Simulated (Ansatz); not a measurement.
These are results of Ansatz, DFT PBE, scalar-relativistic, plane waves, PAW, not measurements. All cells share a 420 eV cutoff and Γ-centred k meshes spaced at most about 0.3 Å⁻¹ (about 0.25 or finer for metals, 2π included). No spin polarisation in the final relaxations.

These are static total energies at zero pressure. Lower structures may exist.

**Question.** Which of these relaxed structures of CdSe is the lowest in energy?
A.

```
CELL_PARAMETERS angstrom
2.83047 0.00000 0.00000
0.00000 2.83047 0.00000
0.00000 0.00000 6.08395
ATOMIC_POSITIONS crystal
Cd 0.00000 0.00000 0.00000
Se 0.00000 0.00000 0.50000
```

B.

```
CELL_PARAMETERS angstrom
1.97024 -7.37924 0.00000
1.97024 7.37924 0.00000
0.00000 0.00000 3.95213
ATOMIC_POSITIONS crystal
Cd 0.67258 0.32742 0.75000
Cd 0.32742 0.67258 0.25000
Se 0.86037 0.13963 0.75000
Se 0.13963 0.86037 0.25000
```

C.

```
CELL_PARAMETERS angstrom
0.00000 2.86860 2.86860
2.86860 0.00000 2.86860
2.86860 2.86860 0.00000
ATOMIC_POSITIONS crystal
Cd 0.00000 0.00000 0.00000
Se 0.50000 0.50000 0.50000
```

D.

```
CELL_PARAMETERS angstrom
0.00000 3.09841 3.09841
3.09841 0.00000 3.09841
3.09841 3.09841 0.00000
ATOMIC_POSITIONS crystal
Cd 0.00000 0.00000 0.00000
Se 0.75000 0.75000 0.75000
```

**Answer.** D. It has the zinc blende type, space group F-43m (No. 216); the next, C, with the rock salt type, space group Fm-3m (No. 225), lies 147 meV/atom higher. Counting Se atoms around Cd (those within 1.25 times the shortest such distance or 1.15 times the sum of covalent radii, 1.27 where that leaves under three), the lowest has Cd 4 and the next has Cd 6.

No dispersion correction is applied, so the spacing and binding between layers, chains or molecules are poorly described (Cmcm), and this can change margins and order among such cells. The F-43m cell at 29.7 Å³/atom was relaxed from a Materials Project cell. The Fm-3m cell at 23.6 Å³/atom was relaxed from a Materials Project cell. With atoms moved at random, F-43m came back. Other cells relaxed within their symmetry can be saddle points. The part of the Crystallography Open Database at hand lists CdSe in space group No. 186, which no cell shown has. Some types were kept out of the candidates beforehand, so the set may lack a known form.
